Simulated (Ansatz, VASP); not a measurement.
Given: the input of a run of Ansatz 0.2.0 on Sb.

input.yaml

```yaml
crystal:
  lattice:
    - [2.1542, 1.2437279499, 3.758]
    - [-2.1542, 1.2437279499, 3.758]
    - [0.0, -2.4874558998, 3.758]
  atoms:
    - { symbol: Sb, position: [0.767643, 0.755074, 0.764791] }
    - { symbol: Sb, position: [0.250038, 0.227441, 0.222317] }
kpoints:
  mp_grid: { grid: [8, 8, 8] }
scf:
  occupations: { method: fermi_dirac, width: 0.05 }
hamiltonian:
  xc: pbe
  pseudopotentials: { kind: all_electron, lapw: { basis_error: 0.001 } }
output:
  forces: true
  stress: true
  eigenvalues: true
  populations: true
```

Potentials or basis: all-electron LAPW, scalar-relativistic.

The run is started by

```bash
$ ansatz run input.yaml --threads 1 --pin off --max-ram 2560MiB --backend cpu --events-out ev --progress --plain --runs-dir out
```

**Question.** Set up the same calculation for VASP 6.6.1. Potentials there: VASP PAW PBE potentials, release 64 (Sb).

**Answer.** As run (the cutoff follows the program's own potentials):

The input INCAR:

```
SYSTEM = Sb
PREC = Accurate
ENCUT = 520
EDIFF = 1E-6
ISMEAR = -1
SIGMA = 0.05
LREAL = .False.
LASPH = .True.
NELM = 100
ALGO = Normal
ISIF = 2
LWAVE = .False.
LCHARG = .True.
GGA = PE
LELF = .True.
LVHAR = .True.
NBANDS = 12
```

The input KPOINTS:

```
Automatic mesh
0
Gamma
  8 8 8
  0 0 0
```

Contents of POSCAR:

```
Sb
1.0
    2.1542000000      1.2437279499      3.7580000000
   -2.1542000000      1.2437279499      3.7580000000
    0.0000000000     -2.4874558998      3.7580000000
Sb
2
Direct
    0.7676430000      0.7550740000      0.7647910000
    0.2500380000      0.2274410000      0.2223170000
```

Potentials or basis: VASP PAW PBE potentials, release 64 (Sb).

Command:

```bash
$ cat potpaw_PBE.64/Sb/POTCAR > POTCAR
$ mpirun -np 1 vasp_std > vasp.out
```

Both were run:

|  | VASP | Ansatz | Ansatz less VASP |
| --- | --- | --- | --- |
| gap on the k mesh at the Fermi level (eV) | none | none | - |
| pressure (GPa) | 2.2 | 2.2 | -0.04 |
| largest component of the traceless stress (GPa) | 0.53 | 0.50 | -0.035 |
| rms of the force components (eV/Å) | 0.064 | 0.062 | -0.0029 |

Atom by atom the forces differ by 0.021 eV/Å (rms over components). A gap of «none» marks a metal or a gap that the smearing closes. Ansatz ran all-electron here, so the differences hold the error of VASP's frozen core and of both bases.

The runs have no spin-orbit coupling, so splittings on Sb are missing.
